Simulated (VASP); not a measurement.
## WC: equation of state with PBEsol

Crystal: WC.

```
W C
1.0
     0.00000    2.19268    2.19268
     2.19268    0.00000    2.19268
     2.19268    2.19268    0.00000
W C
1 1
Direct
  0.00000 0.00000 0.00000
  0.50000 0.50000 0.50000
```

Measurements of this composition are mostly on another form, of space group No. 187.

```json
{
 "Program": "VASP 6.6.1",
 "Task": "equation of state",
 "Functional": "PBEsol",
 "Potentials or basis": "VASP PAW PBE potentials, release 64 (W_sv, C)",
 "Cutoff": "520 eV",
 "k mesh": "10 × 10 × 10",
 "Occupations": "fermi-dirac, width 0.05 eV",
 "Spin": "no spin polarisation"
}
```

| Quantity | Value |
| --- | --- |
| Equilibrium volume | 10.28 Å³/atom |
| Bulk modulus | 390 GPa |
| Pressure derivative of the bulk modulus | 4.3 |

Energy against volume, from the lowest point:
```
volume (Å³/atom)  energy (meV/atom)
           9.910              17.45
          10.120               3.00
          10.331               0.00
          10.542               7.28
          10.753              23.78
          10.964              48.52
          11.175              80.69
```

All runs of the series together: 100 s on 1 thread of AMD EPYC 7R43 64-Core Processor (Zen 3) (shared host).

Caveat: the PAW data sets were made with another functional, which shifts forces and pressure a little. The run has no spin-orbit coupling, so splittings on W are missing.
